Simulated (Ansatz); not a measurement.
Crystal: Ag.

```xyz
1
Lattice="-1.6557 1.6557 1.6557 1.6557 -1.6557 1.6557 1.6557 1.6557 -1.6557" Properties=species:S:1:pos:R:3 pbc="T T T"
Ag    0.0000    0.0000    0.0000
```

This isn't the form of Ag at room conditions, which is fcc.

Program: Ansatz 0.2.0. Alike in all runs: task single point; cell as given. Hardware: 1 thread of Arm Neoverse V1, on a shared host.

Task: Order these runs on this cell by their wall time, lowest first.
A. level PBEsol; potentials or basis all-electron LAPW, scalar-relativistic; spin off; k mesh 11 × 11 × 11; cutoff (eV) 245; smearing gaussian 0.02 eV; basis error allowed 0.001 eV/atom; mesh quality not flagged
B. level PBE; potentials or basis all-electron LAPW, scalar-relativistic; spin off; k mesh 4 × 4 × 4; cutoff (eV) 209; smearing fermi-dirac 0.02 eV; basis error allowed 0.004 eV/atom; mesh quality coarse
C. level BLYP+D3(BJ); potentials or basis all-electron LAPW, relativistic spinors; spin SOC, no magnetisation; k mesh 8 × 8 × 8; cutoff (eV) 244; smearing methfessel-paxton 0.2 eV; basis error allowed 0.001 eV/atom; mesh quality coarse

Result: B (1 s), A (4.3 s), C (25 s).

Caveats: some runs use coarse meshes; the k mesh is thin for a metal, which can move the energy by tens of meV per atom (some runs).
